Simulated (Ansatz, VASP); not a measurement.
# One calculation of Si, two programs

INCAR

```
PREC = Accurate ; ENCUT = 520
EDIFF = 1E-6 ; ISMEAR = 1
SIGMA = 0.1 ; LREAL = False
LASPH = True ; NELM = 80
ALGO = Normal ; ISIF = 2
LWAVE = False ; LCHARG = True
GGA = CA ; LELF = True
LVHAR = True ; NBANDS = 11
```

File KPOINTS:

```
Automatic mesh
0
Gamma
  15 15 15
```

Contents of POSCAR:

```
Si
1.0
   -2.3397537067      2.3397537067      1.3292650000
    2.3397537067     -2.3397537067      1.3292650000
    2.3397537067      2.3397537067     -1.3292650000
Si
2
Direct
    0.2500000000      0.7500000000      0.5000000000
    0.5000000000      0.5000000000      0.0000000000
```

Input for Ansatz:

```yaml
crystal:
  lattice:
    - [-2.339753706666667, 2.339753706666667, 1.329265]
    - [2.339753706666667, -2.339753706666667, 1.329265]
    - [2.339753706666667, 2.339753706666667, -1.329265]
  atoms:
    - { symbol: Si, position: [0.25, 0.75, 0.5] }
    - { symbol: Si, position: [0.5, 0.5, 0.0] }
basis:
  ecutwfc: 520.0
kpoints:
  mp_grid:
    grid: [15, 15, 15]
hamiltonian:
  xc: lda
scf:
  occupations:
    method: methfessel_paxton
    width: 0.1
output:
  stress: true
```

This isn't the form of Si at room conditions, which is diamond.

Alike in both runs: task single point; functional LDA; k mesh 15 × 15 × 15; occupations methfessel-paxton of order 1, width 0.1 eV; no spin polarisation.

|  | VASP | Ansatz |
| --- | --- | --- |
| version | VASP 6.6.1 | Ansatz 0.2.0 |
| potentials or method | VASP PAW LDA potentials, release 64 (Si) | plane waves, PAW |
| plane-wave cutoff (eV) | 520 | 520 |
| valence electrons in the cell | 8 | 8 |

|  | VASP | Ansatz | Ansatz less VASP |
| --- | --- | --- | --- |
| pressure (GPa) | 2.7 | 2.6 | -0.09 |
| largest component of the traceless stress (GPa) | 2.14 | 2.12 | -0.026 |
